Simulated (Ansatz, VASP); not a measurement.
**Ta3Si in VASP and in Ansatz**

File INCAR:

```
PREC = Accurate
ENCUT = 520
EDIFF = 1E-7
ISMEAR = 0
SIGMA = 0.1
LREAL = False
LASPH = True
NELM = 60
ALGO = Fast
ISIF = 2
LWAVE = False
LCHARG = False
GGA = PS
NBANDS = 26
```

The input KPOINTS:

```
Automatic mesh
0
Gamma
  10 10 10
```

POSCAR

```
Ta3Si
1.0
    0.0000000000      3.8335559591      3.8335559591
    3.8335559591      0.0000000000      3.8335559591
    3.8335559591      3.8335559591      0.0000000000
Si Ta
1 3
Direct
    0.0000000000      0.0000000000      0.0000000000
    0.2500000000      0.2500000000      0.2500000000
    0.7500000000      0.7500000000      0.7500000000
    0.5000000000      0.5000000000      0.5000000000
```

Input for Ansatz:

```yaml
crystal:
  lattice:
    - [0.0, 3.8335559591, 3.8335559591]
    - [3.8335559591, 0.0, 3.8335559591]
    - [3.8335559591, 3.8335559591, 0.0]
  atoms:
    - { symbol: Si, position: [0.0, 0.0, 0.0] }
    - { symbol: Ta, position: [0.25, 0.25, 0.25] }
    - { symbol: Ta, position: [0.75, 0.75, 0.75] }
    - { symbol: Ta, position: [0.5, 0.5, 0.5] }
basis:
  ecutwfc: 420
kpoints:
  mp_grid: { grid: [10, 10, 10] }
hamiltonian:
  xc: pbesol
scf:
  occupations: { method: gaussian, width: 0.1 }
output:
  forces: true
  stress: true
  eigenvalues: true
```

Alike in both runs: task single point; functional PBEsol; k mesh 10 × 10 × 10; occupations gaussian, width 0.1 eV; no spin polarisation.

|  | VASP | Ansatz |
| --- | --- | --- |
| version | VASP 6.6.1 | Ansatz 0.2.0 |
| potentials or method | VASP PAW PBE potentials, release 64 (Si, Ta_pv) | scalar-relativistic, plane waves, PAW |
| plane-wave cutoff (eV) | 520 | 420 |
| valence electrons in the cell | 37 | 43 |

```csv
,VASP,Ansatz,Ansatz less VASP
gap on the k mesh at the Fermi level (eV),none,none,-
pressure (GPa),-34.1,-34.1,+0.01
```

A gap of «none» marks a metal or a gap that the smearing closes. The two sets of potentials don't hold the same shells in valence.

Caveats: the cell as given lies far from equilibrium; so large a pressure means that the cell lies far from this level's equilibrium, or that cutoff or potentials fall short (VASP); the potentials were made for another functional, which shifts forces and pressure (VASP). The runs have no spin-orbit coupling, so splittings on Ta are missing.
